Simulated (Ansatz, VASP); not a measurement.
**One calculation of Ag, two programs**

```
CELL_PARAMETERS angstrom
0.00000 2.07360 2.07360
2.07360 0.00000 2.07360
2.07360 2.07360 0.00000
ATOMIC_POSITIONS crystal
Ag 0.00000 0.00000 0.00000
```

Alike in both runs: functional PBE; k mesh 18 × 18 × 18; occupations gaussian, width 0.1 eV; no spin polarisation.

Ansatz relaxed the structure, and its values are those at the end. VASP's run is a single point on that final structure, the one shown.

```csv
,VASP,Ansatz
version,VASP 6.6.1,Ansatz 0.2.0
potentials or method,"VASP PAW PBE potentials, release 64 (Ag)","scalar-relativistic, plane waves, PAW"
plane-wave cutoff (eV),520,420
valence electrons in the cell,11,19
```

```csv
,VASP,Ansatz,Ansatz less VASP
gap on the k mesh at the Fermi level (eV),none,none,-
pressure (GPa),0.0,0.0,+0.05
```

A gap of «none» marks a metal or a gap that the smearing closes. The two sets of potentials don't hold the same shells in valence.
